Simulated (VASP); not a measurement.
## TePb: band structure with r2SCAN

**The experiment to reproduce.**

A printed reference work, monograph reports, for a bulk crystal of TePb at 4.2 K: band gap 0.19 eV (direct).

TePb:

```
Te Pb
1.0
     0.00000    3.22185    3.22185
     3.22185    0.00000    3.22185
     3.22185    3.22185    0.00000
Te Pb
1 1
Direct
  0.50000 0.50000 0.50000
  0.00000 0.00000 0.00000
```

| Item | Value |
| --- | --- |
| Program | VASP 6.6.1 |
| Task | band structure |
| Functional | r2SCAN |
| Potentials or basis | VASP PAW PBE potentials, release 64 (Te, Pb_d) |
| Cutoff | 520 eV |
| k mesh | 8 × 8 × 8 |
| Occupations | gaussian, width 0.03 eV |
| Spin | no spin polarisation |
| Further INCAR settings | ALGO = Normal; EDIFF = 1e-06; NBANDS = 17 |

```json
{
  "Pressure": "2.0 GPa",
  "Band gap on the k mesh": "1.00 eV, direct",
  "Band gap along the path": "1.00 eV, direct"
}
```

Levels at the corners of the path, in eV from the valence-band top:
```tsv
point	band 6	band 7	band 8	band 9	band 10	band 11	band 12	band 13	band 14	band 15
Γ	-12.60	-5.62	-1.54	-1.54	-1.54	4.35	4.35	4.35	6.15	6.15
X	-10.79	-7.52	-4.77	-3.03	-3.03	3.54	5.85	5.85	7.22	10.53
X	-10.79	-7.52	-4.77	-3.03	-3.03	3.54	5.85	5.85	7.22	10.53
W	-10.62	-8.30	-4.04	-4.04	-0.46	1.87	5.57	5.57	7.27	7.27
W	-10.62	-8.30	-4.04	-4.04	-0.46	1.87	5.57	5.57	7.27	7.27
K	-10.69	-8.28	-4.38	-2.50	-2.21	3.86	4.01	5.47	6.37	9.32
K	-10.69	-8.28	-4.38	-2.50	-2.21	3.86	4.01	5.47	6.37	9.32
Γ	-12.60	-5.62	-1.54	-1.54	-1.54	4.35	4.35	4.35	6.15	6.15
Γ	-12.60	-5.62	-1.54	-1.54	-1.54	4.35	4.35	4.35	6.15	6.15
L	-11.07	-8.95	-1.06	-1.06	0.00	1.00	1.38	1.38	8.95	9.68
L	-11.07	-8.95	-1.06	-1.06	0.00	1.00	1.38	1.38	8.95	9.68
U	-10.69	-8.28	-4.38	-2.50	-2.21	3.86	4.01	5.47	6.37	9.32
U	-10.69	-8.28	-4.38	-2.50	-2.21	3.86	4.01	5.47	6.37	9.32
W	-10.62	-8.30	-4.04	-4.04	-0.46	1.87	5.57	5.57	7.27	7.27
W	-10.62	-8.30	-4.04	-4.04	-0.46	1.87	5.57	5.57	7.27	7.27
L	-11.07	-8.95	-1.06	-1.06	0.00	1.00	1.38	1.38	8.95	9.68
L	-11.07	-8.95	-1.06	-1.06	0.00	1.00	1.38	1.38	8.95	9.68
K	-10.69	-8.28	-4.38	-2.50	-2.21	3.86	4.01	5.47	6.37	9.32
U	-10.69	-8.28	-4.38	-2.50	-2.21	3.86	4.01	5.47	6.37	9.32
X	-10.79	-7.52	-4.77	-3.03	-3.03	3.54	5.85	5.85	7.22	10.53
```

Wall time 6.1 min on 1 thread of Intel(R) Xeon(R) Platinum 8488C (Sapphire Rapids), with other jobs on the host, peak memory 0.23 GiB.

Measured gap of TePb: 0.19 eV (direct; 4.2 K; a printed reference work, monograph). This calculation gives 1.00 eV (+0.81 eV). Spin-orbit coupling on Pb, Te is left out. The value is that of r2SCAN, without temperature or zero-point motion.

Caveat: the PAW data sets were made with another functional, which shifts forces and pressure a little; spin-orbit coupling is left out, which as a rule narrows the gap of such compounds by several tenths of an eV.
